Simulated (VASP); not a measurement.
ZnS (Wurtzite-2H):

```
CELL_PARAMETERS angstrom
3.81100 0.00000 0.00000
-1.90550 3.30042 0.00000
0.00000 0.00000 6.23400
ATOMIC_POSITIONS crystal
Zn 0.66667 0.33333 0.50000
Zn 0.33333 0.66667 0.00000
S 0.66667 0.33333 0.88500
S 0.33333 0.66667 0.38500
```

Base run:

| Property | Result |
| --- | --- |
| Program | VASP 6.6.1 |
| Functional | PBEsol |
| Potentials or basis | VASP PAW PBE potentials, release 64 (Zn, S) |
| Cutoff | 520 eV |
| k mesh | 8 × 8 × 5 |
| Occupations | fermi-dirac, width 0.05 eV |
| Spin | no spin polarisation |

Its results: band gap on the k mesh 2.12 eV, direct.

Task: After a change of settings the same cell gave: band gap on the k mesh 2.41 eV, direct. Which change was it?
A. functional from PBEsol to PBE; further incar settings from ALGO = Fast; EDIFF = 1e-06; NBANDS = 26 to ALGO = Fast; EDIFF = 1e-06
B. functional from PBEsol to revTPSS; further incar settings from ALGO = Fast; EDIFF = 1e-06; NBANDS = 26 to ALGO = Normal; EDIFF = 1e-07
C. functional from PBEsol to LAK; further incar settings from ALGO = Fast; EDIFF = 1e-06; NBANDS = 26 to ALGO = Normal; EDIFF = 1e-06
D. functional from PBEsol to PBE; occupations from fermi-dirac, width 0.05 eV to gaussian, width 0.019 eV

Result: B.
